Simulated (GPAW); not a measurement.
# LiH (Fm-3m) in GPAW: a series of runs

Runs on LiH. Level: PBEsol. Tasks: relaxation of cell and atoms.

Everything below comes from runs of GPAW 26.7.0. Logs are shortened: lines on timing, memory, paths and dates and some standing lists are left out, and cuts for length are marked. The log counts tension as positive stress, the text compression.

## 1. Starting point

Symmetry: Fm-3m, No. 225, cubic system. The conventional cell has a = 4.074 Å, b = 4.074 Å, c = 4.074 Å, α = 90.00°, β = 90.00°, γ = 90.00°. Around Li (site symmetry m-3m) lie 6 H at 2.04 Å. H (site symmetry m-3m) has 6 Li at 2.04 Å as nearest neighbours.

## 2. Relaxation of cell and atoms, PBEsol, target pressure 20 GPa, at which the enthalpy is minimised

The input, run.py:

```python
from ase import Atoms
from ase.filters import FrechetCellFilter
from ase.io import write
from ase.optimize import BFGS
from ase.units import GPa
from gpaw import GPAW, PW, setup_paths

setup_paths.insert(0, '.')

atoms = Atoms(['Li', 'H'],
              cell=[[0.0, 2.03675, 2.03675],
                    [2.03675, 0.0, 2.03675],
                    [2.03675, 2.03675, 0.0]],
              scaled_positions=[[0.0, 0.0, 0.0],
                                [0.5, 0.5, 0.5]],
              pbc=True)

calc = GPAW(mode=PW(800),
            xc='PBEsol',
            kpts={'size': (11, 11, 11), 'gamma': True},
            occupations={'name': 'fermi-dirac', 'width': 0.05},
            nbands=8,
            convergence={'density': 1e-05, 'forces': 0.0001},
            maxiter=150,
            txt='gpaw.txt')
atoms.calc = calc
opt = BFGS(FrechetCellFilter(atoms, scalar_pressure=20 * GPa), trajectory='relax.traj', logfile='-')
done = opt.run(fmax=0.02, steps=60)
calc.write('gs.gpw')
write('result.traj', atoms)
print('Converged:', done)
print('Cell:', atoms.cell.cellpar().round(4))
print('Volume:', round(atoms.get_volume(), 4))
print(atoms.get_scaled_positions().round(5))
```

Potentials or basis: PAW data sets generated in the run's folder for this functional, pw.

Launch:

```
> gpaw-setup -f PBEsol H Li
> OMP_NUM_THREADS=1 python run.py
```

gpaw.txt:

```text
__  _  _
 | _ |_)|_||  |
 |__||  | ||/\| - 26.7.0

Input parameters:
  mode=PW(ecut=800.0),
  convergence={'density': 1e-05, 'forces': 0.0001},
  kpts=MonkhorstPack(size=(11, 11, 11), gamma=True),
  maxiter=150,
  nbands=8,
  occupations=Occupations(name='fermi-dirac', width=0.05),
  xc=XC(name='PBEsol')

Diagonalizing LCAO Hamiltonian
Converting LCAO to pw mode

              H

       Li

Atoms  # Å, Bohr magnetons
|   | symbol |        x |        y |        z |    initial magnetic moments |
|---|--------|----------|----------|----------|-----------------------------|
| 0 |     Li | 0.000000 | 0.000000 | 0.000000 | ( 0.0000,  0.0000,  0.0000) |
| 1 |      H | 2.036750 | 2.036750 | 2.036750 | ( 0.0000,  0.0000,  0.0000) |

Unit cell  # Å
| periodic |        x |        y |        z |  lengths |    angles |
|----------|----------|----------|----------|----------|-----------|
|      yes | 0.000000 | 2.036750 | 2.036750 | 2.880399 | 60.000000 |
|      yes | 2.036750 | 0.000000 | 2.036750 | 2.880399 | 60.000000 |
|      yes | 2.036750 | 2.036750 | 0.000000 | 2.880399 | 60.000000 |

Number of symmetries: 48
Symmetry operations  # r_c * U_cc + t_c -> r_c
|    | kind |            matrix            |
|----|------|------------------------------|
|  0 |  σ   |  1, 0, 0,  1, 0,-1,  1,-1, 0 |
|  1 |  C2  |  1, 0, 0,  1,-1, 0,  1, 0,-1 |
|  2 |  E   |  1, 0, 0,  0, 1, 0,  0, 0, 1 |
|  3 |  σ   |  1, 0, 0,  0, 0, 1,  0, 1, 0 |
|  4 |  C4  |  1, 0,-1,  1, 0, 0,  1,-1, 0 |
|  5 |  S6  |  1, 0,-1,  1,-1, 0,  1, 0, 0 |
|  6 |  σ   |  1, 0,-1,  0, 1,-1,  0, 0,-1 |
|  7 |  C3  |  1, 0,-1,  0, 0,-1,  0, 1,-1 |
|  8 |  S6  |  1,-1, 0,  1, 0, 0,  1, 0,-1 |
|  9 |  C4  |  1,-1, 0,  1, 0,-1,  1, 0, 0 |
| 10 |  C3  |  1,-1, 0,  0,-1, 1,  0,-1, 0 |
| 11 |  σ   |  1,-1, 0,  0,-1, 0,  0,-1, 1 |
| 12 |  σ   |  0, 1, 0,  1, 0, 0,  0, 0, 1 |
| 13 |  C4  |  0, 1, 0,  0, 1,-1, -1, 1, 0 |
[... 165 lines left out ...]
SCF iterations
|iter     | |      energy | eigst |  dens |force |
|---------|-|-------------|-------|-------|------|
|iter:   1| |   -6.390538 | -0.28 |       |      |
|iter:   2| |   -6.364781 | -2.96 | -0.57 |      |
|iter:   3| |   -6.218614 | -2.27 | -0.60 |      |
|iter:   4| |   -6.217749 | -3.38 | -1.32 |      |
|iter:   5| |   -6.218271c| -4.20 | -2.02 |      |
|iter:   6| |   -6.218288c| -5.57 | -2.76 |      |
|iter:   7| |   -6.218288c| -7.69c| -4.06 |      |
|iter:   8| |   -6.218288c| -7.84c| -4.49 |      |
|iter:   9| |   -6.218288c| -8.44c| -6.07c|      |
|iter:  10| |   -6.218288c| -9.60c| -6.32c|-24.47c|

Converged in 10 steps
Energy contributions relative to reference atoms: (reference = -213.280286)

Energy contributions:
  Kinetic:           5.395324
  Coulomb:          -5.768623
  Zero:              0.001027
  External:          0.000000
  Xc:               -5.846016
  Entropy:          -0.000000
  Spinorbit:         0.000000
  ----------------------------
  Free energy:      -6.218288
  Extrapolated:     -6.218288
[... 16 lines left out ...]
Gap: 2.976 eV
Transition (v -> c):
  (s=0, k=49, n=0, [0.45, 0.45, -0.09]) -> (s=0, k=49, n=1, [0.45, 0.45, -0.09])
No difference between direct/indirect transitions

Stress tensor  # eV/Ang^3
|        x |        y |        z |
|----------|----------|----------|
| 0.013477 | 0.000000 | 0.000000 |
| 0.000000 | 0.013477 | 0.000000 |
| 0.000000 | 0.000000 | 0.013477 |

Forces  # eV/Ang
|        x |       y |        z |
|----------|---------|----------|
| -0.00000 | 0.00000 | -0.00000 |  # Li   0
|  0.00000 | 0.00000 |  0.00000 |  # H    1

Interpolating wave functions to new cell

              H

       Li

Atoms  # Å, Bohr magnetons
|   | symbol |         x |        y |         z |    initial magnetic moments |
|---|--------|-----------|----------|-----------|-----------------------------|
| 0 |     Li | -0.000000 | 0.000000 | -0.000000 | ( 0.0000,  0.0000,  0.0000) |
| 1 |      H |  2.019820 | 2.019820 |  2.019820 | ( 0.0000,  0.0000,  0.0000) |

Unit cell  # Å
| periodic |        x |         y |         z |  lengths |    angles |
|----------|----------|-----------|-----------|----------|-----------|
|      yes | 0.000000 |  2.019820 |  2.019820 | 2.856457 | 60.000000 |
|      yes | 2.019820 | -0.000000 |  2.019820 | 2.856457 | 60.000000 |
|      yes | 2.019820 |  2.019820 | -0.000000 | 2.856457 | 60.000000 |

Number of symmetries: 48
Symmetry operations  # r_c * U_cc + t_c -> r_c
|    | kind |            matrix            |
|----|------|------------------------------|
|  0 |  σ   |  1, 0, 0,  1, 0,-1,  1,-1, 0 |
|  1 |  C2  |  1, 0, 0,  1,-1, 0,  1, 0,-1 |
|  2 |  E   |  1, 0, 0,  0, 1, 0,  0, 0, 1 |
|  3 |  σ   |  1, 0, 0,  0, 0, 1,  0, 1, 0 |
|  4 |  C4  |  1, 0,-1,  1, 0, 0,  1,-1, 0 |
|  5 |  S6  |  1, 0,-1,  1,-1, 0,  1, 0, 0 |
|  6 |  σ   |  1, 0,-1,  0, 1,-1,  0, 0,-1 |
|  7 |  C3  |  1, 0,-1,  0, 0,-1,  0, 1,-1 |
[... 213 lines left out ...]
Gap: 2.961 eV
Transition (v -> c):
  (s=0, k=49, n=0, [0.45, 0.45, -0.09]) -> (s=0, k=49, n=1, [0.45, 0.45, -0.09])
No difference between direct/indirect transitions

Stress tensor  # eV/Ang^3
|        x |         y |         z |
|----------|-----------|-----------|
| 0.008634 |  0.000000 |  0.000000 |
| 0.000000 |  0.008634 | -0.000000 |
| 0.000000 | -0.000000 |  0.008634 |

Forces  # eV/Ang
|       x |        y |        z |
|---------|----------|----------|
| 0.00000 |  0.00000 |  0.00000 |  # Li   0
| 0.00000 | -0.00000 | -0.00000 |  # H    1

Interpolating wave functions to new cell

             H

       Li

Atoms  # Å, Bohr magnetons
|   | symbol |         x |         y |        z |    initial magnetic moments |
|---|--------|-----------|-----------|----------|-----------------------------|
| 0 |     Li | -0.000000 | -0.000000 | 0.000000 | ( 0.0000,  0.0000,  0.0000) |
| 1 |      H |  1.827609 |  1.827609 | 1.827609 | ( 0.0000,  0.0000,  0.0000) |
[... 239 lines left out ...]
Stress tensor  # eV/Ang^3
|         x |         y |         z |
|-----------|-----------|-----------|
| -0.093252 |  0.000000 |  0.000000 |
|  0.000000 | -0.093252 |  0.000000 |
|  0.000000 |  0.000000 | -0.093252 |

Forces  # eV/Ang
|        x |        y |       z |
|----------|----------|---------|
| -0.00000 | -0.00000 | 0.00000 |  # Li   0
|  0.00000 |  0.00000 | 0.00000 |  # H    1

Interpolating wave functions to new cell

             H

       Li

Atoms  # Å, Bohr magnetons
|   | symbol |         x |         y |        z |    initial magnetic moments |
|---|--------|-----------|-----------|----------|-----------------------------|
| 0 |     Li | -0.000000 | -0.000000 | 0.000000 | ( 0.0000,  0.0000,  0.0000) |
| 1 |      H |  1.789175 |  1.789175 | 1.789175 | ( 0.0000,  0.0000,  0.0000) |
[... 191 lines left out ...]
SCF iterations
|iter     | |      energy | eigst |  dens |force |
|---------|-|-------------|-------|-------|------|
|iter:   1| |   -6.002222 | -1.54 |       |      |
|iter:   2| |   -6.002199 | -6.44 | -1.83 |      |
|iter:   3| |   -6.002123c| -4.23 | -1.86 |      |
|iter:   4| |   -6.002157c| -5.18 | -2.53 |      |
|iter:   5| |   -6.002161c| -6.46 | -3.40 |      |
|iter:   6| |   -6.002162c| -7.73c| -4.11 |      |
|iter:   7| |   -6.002162c|-10.08c| -5.41c|      |
|iter:   8| |   -6.002162c|-10.75c| -5.84c|-25.70c|

Converged in 8 steps
Energy contributions relative to reference atoms: (reference = -213.280286)

Energy contributions:
  Kinetic:          11.075403
  Coulomb:          -9.442917
  Zero:              0.001660
  External:          0.000000
  Xc:               -7.636308
  Entropy:          -0.000000
  Spinorbit:         0.000000
  ----------------------------
  Free energy:      -6.002162
  Extrapolated:     -6.002162
[... 21 lines left out ...]
Stress tensor  # eV/Ang^3
|         x |         y |         z |
|-----------|-----------|-----------|
| -0.129318 |  0.000000 |  0.000000 |
|  0.000000 | -0.129318 |  0.000000 |
|  0.000000 |  0.000000 | -0.129318 |

Forces  # eV/Ang
|       x |        y |        z |
|---------|----------|----------|
| 0.00000 | -0.00000 | -0.00000 |  # Li   0
| 0.00000 |  0.00000 | -0.00000 |  # H    1

Interpolating wave functions to new cell

             H

       Li

Atoms  # Å, Bohr magnetons
|   | symbol |         x |         y |        z |    initial magnetic moments |
|---|--------|-----------|-----------|----------|-----------------------------|
| 0 |     Li | -0.000000 | -0.000000 | 0.000000 | ( 0.0000,  0.0000,  0.0000) |
| 1 |      H |  1.793655 |  1.793655 | 1.793655 | ( 0.0000,  0.0000,  0.0000) |
[... 183 lines left out ...]
convergence criteria:
- Maximum integral of absolute [dens]ity change: 1e-05 electrons / valence electron
- Maximum change in the atomic [forces] across last 2 cycles: 0.0001 eV/Ang OR
Maximum error relative to the maximum force is below inf
- Maximum [total energy] change in last 3 cyles: 0.0005 eV / valence electron
- Maximum integral of absolute [eigenst]ate change: 4e-08 eV^2 / valence electron
maximum number of iterations: 150

SCF iterations
|iter     | |      energy | eigst |  dens |force |
|---------|-|-------------|-------|-------|------|
|iter:   1| |   -6.013129 | -3.23 |       |      |
|iter:   2| |   -6.013129 | -8.16c| -2.77 |      |
|iter:   3| |   -6.013128c| -6.14 | -2.80 |      |
|iter:   4| |   -6.013129c| -7.03 | -3.47 |      |
|iter:   5| |   -6.013129c| -7.66c| -4.34 |      |
|iter:   6| |   -6.013129c| -8.06c| -5.01c|      |
|iter:   7| |   -6.013129c| -9.23c| -6.12c|-25.22c|

Converged in 7 steps
Energy contributions relative to reference atoms: (reference = -213.280286)

Energy contributions:
  Kinetic:          10.942557
  Coulomb:          -9.360005
  Zero:              0.001631
  External:          0.000000
  Xc:               -7.597311
  Entropy:          -0.000000
  Spinorbit:         0.000000
  ----------------------------
  Free energy:      -6.013129
  Extrapolated:     -6.013129
[... 21 lines left out ...]
Stress tensor  # eV/Ang^3
|         x |         y |         z |
|-----------|-----------|-----------|
| -0.124731 |  0.000000 |  0.000000 |
|  0.000000 | -0.124731 |  0.000000 |
|  0.000000 |  0.000000 | -0.124731 |

Forces  # eV/Ang
|       x |       y |        z |
|---------|---------|----------|
| 0.00000 | 0.00000 | -0.00000 |  # Li   0
| 0.00000 | 0.00000 |  0.00000 |  # H    1

# Writing to gs.gpw (mode='')
```

Wall time 26 s (1 thread of Arm Neoverse V2, shared host); peak memory 0.17 GiB.

Results:

- Free energy: -6.0131 eV
- Relaxed volume: 5.77 Å³/atom
- Relaxed cell: a = 2.537 Å, b = 2.537 Å, c = 2.537 Å, α = 60.00°, β = 60.00°, γ = 60.00°
- Space group after relaxing (to 0.05 Å): Fm-3m (No. 225)
- Energy change on relaxing (the enthalpy is what falls): +102.6 meV/atom
- Ionic steps: 5
- Pressure after relaxing: 20.0 GPa
- Band gap on the k mesh: 2.64 eV, direct

The path:
```csv
step,energy change (eV),largest force (eV/Å),pressure (GPa),volume (Å³)
1,0.0000,0.0000,-2.16,16.90
2,-0.0046,0.0000,-1.38,16.48
3,0.1326,0.0000,14.94,12.21
4,0.2161,0.0000,20.72,11.45
5,0.2052,0.0000,19.98,11.54
```

Final structure:
```cif
data_structure
_symmetry_space_group_name_H-M 'P 1'
_symmetry_Int_Tables_number 1
_cell_length_a 2.5366
_cell_length_b 2.5366
_cell_length_c 2.5366
_cell_angle_alpha 60.000
_cell_angle_beta 60.000
_cell_angle_gamma 60.000
_cell_volume 11.54
loop_
_atom_site_label
_atom_site_type_symbol
_atom_site_fract_x
_atom_site_fract_y
_atom_site_fract_z
_atom_site_occupancy
Li1 Li 0.00000 0.00000 0.00000 1
H1 H 0.50000 0.50000 0.50000 1
```

Caveat: the data sets keep Ga 3d, Li 1s and Be 1s frozen, and some such compounds lay over 1.5 % in volume off other programs; later steps reuse the first step's grids; the volume moved by over 15 % at a fixed basis, so the end points are rough; an odd mesh through Γ misses points on the zone boundary, where band edges often lie.

## 3. Relaxation of cell and atoms, PBEsol, target pressure 30 GPa, at which the enthalpy is minimised

Changes to run.py since step 2:

```diff
@@ -26,3 +26,3 @@
 atoms.calc = calc
-opt = BFGS(FrechetCellFilter(atoms, scalar_pressure=20 * GPa), trajectory='relax.traj', logfile='-')
+opt = BFGS(FrechetCellFilter(atoms, scalar_pressure=30 * GPa), trajectory='relax.traj', logfile='-')
 done = opt.run(fmax=0.02, steps=60)
```

Potentials or basis: PAW data sets generated in the run's folder for this functional, pw.

Launch:

```
> gpaw-setup -f PBEsol H Li
> OMP_NUM_THREADS=1 python run.py
```

Wall time 24 s (1 thread of Arm Neoverse V2, shared host); peak memory 0.16 GiB.

Results (log left out):

* Free energy: -5.8599 eV
* Relaxed volume: 5.27 Å³/atom
* Relaxed cell: a = 2.462 Å, b = 2.462 Å, c = 2.462 Å, α = 60.00°, β = 60.00°, γ = 60.00°
* Space group after relaxing (to 0.05 Å): Fm-3m (No. 225)
* Energy change on relaxing (the enthalpy is what falls): +179.2 meV/atom
* Ionic steps: 5
* Pressure after relaxing: 29.9 GPa
* Band gap on the k mesh: 2.52 eV, direct

The path:
| step | energy change (eV) | largest force (eV/Å) | pressure (GPa) | volume (Å³) |
| --- | --- | --- | --- | --- |
| 1 | 0.0000 | 0.0000 | -2.16 | 16.90 |
| 2 | -0.0060 | 0.0000 | -1.01 | 16.30 |
| 3 | 0.1459 | 0.0000 | 15.89 | 12.07 |
| 4 | 0.3938 | 0.0000 | 32.13 | 10.36 |
| 5 | 0.3583 | 0.0000 | 29.90 | 10.55 |

Final structure:
```
Li H
1.0
     0.00000    1.74060    1.74060
     1.74060    0.00000    1.74060
     1.74060    1.74060    0.00000
Li H
1 1
Direct
  0.00000 0.00000 0.00000
  0.50000 0.50000 0.50000
```

Levels at points of the mesh, in eV from the valence-band top:
```
           k point  band 1  band 2  band 3  band 4
(0.00, 0.00, 0.00)   -7.13   22.61   22.73   22.73
```

Caveat: the data sets keep Ga 3d, Li 1s and Be 1s frozen, and some such compounds lay over 1.5 % in volume off other programs; later steps reuse the first step's grids; the volume moved by over 15 % at a fixed basis, so the end points are rough; an odd mesh through Γ misses points on the zone boundary, where band edges often lie.
